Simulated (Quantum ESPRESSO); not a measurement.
Runs of Quantum ESPRESSO 7.5 on Co. It takes space group P6_3/mmc (No. 194, hexagonal). The conventional cell has a = 2.472 Å, b = 2.472 Å, c = 4.021 Å, α = 90.00°, β = 90.00°, γ = 120.00°. Co (site symmetry -6m2) is surrounded by 12 Co at 2.47 Å. 

```csv
level,ASE optimiser,rVV10 parameter b,dispersion computed by,gap on the mesh (eV),pressure (GPa),moment (μB),relaxed volume (Å³/atom)
PBEsol+rVV10,FIRE,6.3,-,none,-0.1,3.29,10.19
PBEsol+D3,FIRE,-,-,none,-0.2,3.30,10.24
PBEsol+D3(BJ),FIRE,-,-,none,-0.2,3.29,(b)
PBEsol,BFGS,-,-,none,0.0,3.31,10.41
PBEsol+D4,BFGS,-,dftd4 4.3.1 through ASE,none,-0.1,3.30,(a)
```

Alike in all rows: task relaxation of cell and atoms; potentials or basis GBRV 1.5 PBEsol; spin collinear, ferromagnetic start; cell relaxed; k mesh 8 × 8 × 5; cutoff (eV) 762; smearing fermi-dirac 0.05 eV; the mesh is coarse, so values aren't converged.

Question: Estimate the missing entries.

Answer: (a) 10.27; (b) 10.22.

Caveats: all runs use coarse meshes; pairwise dispersion overbinds metals, which lowers pressure and volume (some runs); rVV10's parameter b was fitted to another functional (some runs).

A gap of «none» marks a metal or a gap under the smearing width.
